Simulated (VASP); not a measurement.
# SnS (Pnma) in VASP: a series of runs, part 2 of 2

VASP 6.6.1.

## (3) Relaxation of cell and atoms, PBE

This run uses another cell than the first one, of 25.59 Å³/atom, 1.058 times its volume.

Input file INCAR:

```
SYSTEM = SnS
PREC     = Accurate       ! precision mode
ENCUT    = 600            ! plane-wave cutoff, eV
EDIFF    = 1E-7           ! SCF threshold, eV
ISMEAR   = 0              ! smearing method
SIGMA    = 0.03           ! smearing width, eV
LREAL    = .False.        ! projectors in reciprocal space
LASPH    = .True.         ! aspherical terms in the spheres
NELM     = 80             ! most SCF steps
ALGO     = Normal         ! electronic algorithm
ISIF     = 3              ! what is computed and relaxed
LWAVE    = .False.        ! write WAVECAR
LCHARG   = .False.        ! write CHGCAR
GGA      = PE             ! functional
IBRION   = 2              ! ionic algorithm
NSW      = 90             ! ionic steps
EDIFFG   = -0.005         ! ionic threshold
KPAR     = 2
```

Input file KPOINTS:

```
Automatic mesh
0
Gamma
  4 8 6
  0 0 0
```

Input file POSCAR:

```
SnS                                     
1.0
   11.4557441109      0.0000000000      0.0000000000
    0.0000000000      4.0278206516     -0.0000000000
    0.0000000000     -0.0000000000      4.4364942177
  Sn              S             
     4     4
Direct
     0.1221075868783485    0.2500000000000000    0.1236094723650714
     0.3778924131216515    0.7500000000000000    0.6236094723650714
     0.6221075868783487    0.2500000000000000    0.3763905276349286
     0.8778924131216513    0.7500000000000000    0.8763905276349286
     0.8500307810754565    0.2500000000000000    0.4808075089096152
     0.6499692189245435    0.7500000000000000    0.9808075089096152
     0.3500307810754565    0.2500000000000000    0.0191924910903848
     0.1499692189245434    0.7500000000000000    0.5191924910903848
```

Potentials or basis: VASP PAW PBE potentials, release 64 (Sn_d, S).

Run with:

```console
$ cat potpaw_PBE.64/Sn_d/POTCAR potpaw_PBE.64/S/POTCAR > POTCAR
$ mpirun -np 2 vasp_std > vasp.out
```

Wall time 41 min (2 MPI ranks of Intel Xeon 6975P-C (Granite Rapids), shared host); peak memory 0.69 GiB.

It converged, with:

| Property | Result |
| --- | --- |
| Free energy | -35.4630 eV |
| Relaxed volume | 25.62 Å³/atom |
| Relaxed cell | a = 11.443 Å, b = 4.020 Å, c = 4.454 Å, α = 90.00°, β = 90.00°, γ = 90.00° |
| Space group after relaxing (to 0.05 Å) | Pnma (No. 62) |
| Energy gained by relaxing | 0.1 meV/atom |
| Ionic steps | 20 |
| Pressure after relaxing | 0.0 GPa |
| Band gap on the k mesh | 1.04 eV, indirect (least direct gap 1.33 eV) |

Forces in eV/Å, atoms in the order of the input:
```
Sn   0.000  0.000  0.001
Sn   0.000  0.000  0.001
Sn   0.000  0.000 -0.001
Sn   0.000  0.000 -0.001
S    0.003  0.000  0.001
S   -0.003  0.000  0.001
S    0.003  0.000 -0.001
S   -0.003  0.000 -0.001
```

Step by step:
```tsv
step	energy change (eV)	largest force (eV/Å)	pressure (GPa)	volume (Å³)
1	0.0000	0.0104	0.00	204.71
2	0.0000	0.0088	0.00	204.70
3	-0.0001	0.0089	0.02	204.66
4	0.0000	0.0174	0.05	204.60
5	-0.0001	0.0110	0.03	204.65
6	-0.0001	0.0105	0.02	204.67
7	-0.0001	0.0089	0.01	204.72
8	-0.0002	0.0059	-0.02	204.84
9	-0.0002	0.0057	-0.03	204.89
10	-0.0002	0.0052	-0.02	204.85
11	-0.0003	0.0100	0.01	204.76
12	-0.0003	0.0092	0.01	204.76
13	-0.0004	0.0070	0.01	204.76
14	-0.0003	0.0134	0.00	204.75
15	-0.0004	0.0086	0.00	204.75
16	-0.0004	0.0076	0.00	204.78
17	-0.0005	0.0077	0.00	204.83
18	-0.0005	0.0112	0.00	204.93
19	-0.0005	0.0098	0.00	204.89
20	-0.0006	0.0027	0.00	204.93
```

Final structure:
```
Sn S
1.0
    11.44274    0.00000    0.00000
     0.00000    4.02044    0.00000
     0.00000    0.00000    4.45447
Sn S
4 4
Direct
  0.12151 0.25000 0.12953
  0.37849 0.75000 0.62953
  0.62151 0.25000 0.37047
  0.87849 0.75000 0.87047
  0.84989 0.25000 0.47738
  0.65011 0.75000 0.97738
  0.34989 0.25000 0.02262
  0.15011 0.75000 0.52262
```

Levels at points of the mesh, in eV from the valence-band top:
| k point | band 36 | band 37 | band 38 | band 39 | band 40 | band 41 | band 42 | band 43 | band 44 | band 45 |
| --- | --- | --- | --- | --- | --- | --- | --- | --- | --- | --- |
| (0.00, 0.00, 0.00) | -1.88 | -1.65 | -1.00 | -0.61 | -0.35 | 1.20 | 3.07 | 3.07 | 3.09 | 3.45 |
| (0.50, 0.00, 0.00) | -1.94 | -1.83 | -1.83 | -0.44 | -0.44 | 2.73 | 2.73 | 2.85 | 2.85 | 4.05 |
| (0.00, 0.50, 0.00) | -1.84 | -0.83 | -0.83 | -0.81 | -0.81 | 1.49 | 1.49 | 1.64 | 1.64 | 2.43 |
| (0.50, 0.50, 0.00) | -2.13 | -0.93 | -0.93 | -0.93 | -0.93 | 1.74 | 1.74 | 1.74 | 1.74 | 2.81 |
| (0.00, 0.00, 0.50) | -1.57 | -0.76 | -0.76 | -0.01 | -0.01 | 1.66 | 1.66 | 2.08 | 2.08 | 2.58 |
| (0.50, 0.00, 0.50) | -1.92 | -0.59 | -0.59 | 0.00 | 0.00 | 1.65 | 1.65 | 2.09 | 2.09 | 2.62 |
| (0.00, 0.50, 0.50) | -3.03 | -2.07 | -2.07 | -1.17 | -1.17 | 2.93 | 2.93 | 3.11 | 3.11 | 4.62 |
| (0.50, 0.50, 0.50) | -3.48 | -1.40 | -1.40 | -1.40 | -1.40 | 2.85 | 2.85 | 2.85 | 2.85 | 4.49 |

Caveat: spin-orbit coupling is left out, which moves the levels of the heavy elements. A k mesh can miss the band edges.

## (4) Relaxation of cell and atoms, PBEsol

Input file INCAR:

```
PREC = Accurate
ENCUT = 600
EDIFF = 1E-6
ISMEAR = 0
SIGMA = 0.03
LREAL = False
LASPH = True
NELM = 80
ALGO = Normal
ISIF = 3
LWAVE = False
LCHARG = False
GGA = PS
IBRION = 2
NSW = 90
EDIFFG = -0.01
KPAR = 2
```

Input file KPOINTS:

```
regular mesh
0
Gamma
  4 8 6
```

Input file POSCAR:

```
SnS
1.0
   11.2000000000      0.0000000000      0.0000000000
    0.0000000000      3.9870000000      0.0000000000
    0.0000000000      0.0000000000      4.3340000000
Sn S
4 4
Direct
    0.1194000000      0.2500000000      0.1198000000
    0.3806000000      0.7500000000      0.6198000000
    0.6194000000      0.2500000000      0.3802000000
    0.8806000000      0.7500000000      0.8802000000
    0.8508000000      0.2500000000      0.4793000000
    0.6492000000      0.7500000000      0.9793000000
    0.3508000000      0.2500000000      0.0207000000
    0.1492000000      0.7500000000      0.5207000000
```

Run with:

```console
$ cat potpaw_PBE.64/Sn_d/POTCAR potpaw_PBE.64/S/POTCAR > POTCAR
$ mpirun -np 2 vasp_std > vasp.out
```

Wall time 51 min (2 MPI ranks of Intel Xeon Platinum 8488C (Sapphire Rapids), shared host); peak memory 0.67 GiB.

Results (log left out):

* Free energy: -38.3907 eV
* Relaxed volume: 23.42 Å³/atom
* Relaxed cell: a = 11.083 Å, b = 3.984 Å, c = 4.242 Å, α = 90.00°, β = 90.00°, γ = 90.00°
* Space group after relaxing (to 0.05 Å): Pnma (No. 62)
* Energy gained by relaxing: 3.3 meV/atom
* Ionic steps: 17
* Pressure after relaxing: 0.0 GPa
* Largest force after relaxing: 0.009 eV/Å
* Band gap on the k mesh: 0.77 eV, indirect (least direct gap 1.08 eV)

Forces on the atoms (eV/Å):
```
Sn  -0.003  0.000 -0.009
Sn   0.003  0.000 -0.009
Sn  -0.003  0.000  0.009
Sn   0.003  0.000  0.009
S    0.001  0.000  0.002
S   -0.001  0.000  0.002
S    0.001  0.000 -0.002
S   -0.001  0.000 -0.002
```

Stress tensor (GPa, compression positive):
```
 0.04  0.00  0.00
 0.00 -0.05  0.00
 0.00  0.00 -0.01
```

The path:
| step | energy change (eV) | largest force (eV/Å) | pressure (GPa) | volume (Å³) |
| --- | --- | --- | --- | --- |
| 1 | 0.0000 | 0.0741 | -0.79 | 193.53 |
| 2 | -0.0097 | 0.1417 | 0.13 | 190.21 |
| 3 | -0.0097 | 0.1445 | 0.17 | 190.10 |
| 4 | -0.0166 | 0.0946 | 0.11 | 189.32 |
| 5 | -0.0225 | 0.0337 | 0.02 | 187.85 |
| 6 | -0.0226 | 0.0383 | 0.03 | 187.65 |
| 7 | -0.0247 | 0.0292 | -0.04 | 187.49 |
| 8 | -0.0246 | 0.0292 | -0.03 | 187.48 |
| 9 | -0.0254 | 0.0155 | 0.05 | 187.24 |
| 10 | -0.0255 | 0.0152 | 0.09 | 187.09 |
| 11 | -0.0257 | 0.0241 | -0.09 | 187.58 |
| 12 | -0.0258 | 0.0208 | -0.02 | 187.43 |
| 13 | -0.0258 | 0.0204 | -0.05 | 187.45 |
| 14 | -0.0259 | 0.0183 | -0.02 | 187.43 |
| 15 | -0.0260 | 0.0166 | -0.01 | 187.41 |
| 16 | -0.0262 | 0.0091 | 0.02 | 187.33 |
| 17 | -0.0262 | 0.0094 | -0.01 | 187.35 |

Final structure:
```xyz
8
Lattice="11.0830 0.0000 0.0000 0.0000 3.9845 0.0000 0.0000 0.0000 4.2425" Properties=species:S:1:pos:R:3 pbc="T T T"
Sn    1.3112    0.9961    0.4812
Sn    4.2303    2.9883    2.6024
Sn    6.8527    0.9961    1.6401
Sn    9.7718    2.9883    3.7613
S     9.4592    0.9961    2.0070
S     7.1652    2.9883    4.1283
S     3.9177    0.9961    0.1142
S     1.6238    2.9883    2.2355
```

Levels at points of the mesh, in eV from the valence-band top:
| k point | band 38 | band 39 | band 40 | band 41 | band 42 | band 43 |
| --- | --- | --- | --- | --- | --- | --- |
| (0.00, 0.00, 0.00) | -1.25 | -0.82 | -0.68 | 0.77 | 2.96 | 3.00 |
| (0.50, 0.00, 0.00) | -2.22 | -0.70 | -0.70 | 2.61 | 2.61 | 2.78 |
| (0.00, 0.50, 0.00) | -1.02 | -0.78 | -0.78 | 1.10 | 1.10 | 1.70 |
| (0.50, 0.50, 0.00) | -1.01 | -1.01 | -1.01 | 1.58 | 1.58 | 1.58 |
| (0.00, 0.00, 0.50) | -0.94 | -0.09 | -0.09 | 1.41 | 1.41 | 1.88 |
| (0.50, 0.00, 0.50) | -0.70 | 0.00 | 0.00 | 1.30 | 1.30 | 1.83 |
| (0.00, 0.50, 0.50) | -2.57 | -1.56 | -1.56 | 2.75 | 2.75 | 3.02 |
| (0.50, 0.50, 0.50) | -1.75 | -1.75 | -1.75 | 2.56 | 2.56 | 2.56 |

Caveat: the PAW data sets were made with another functional, which shifts forces and pressure a little; spin-orbit coupling is left out, which moves the levels of the heavy elements.
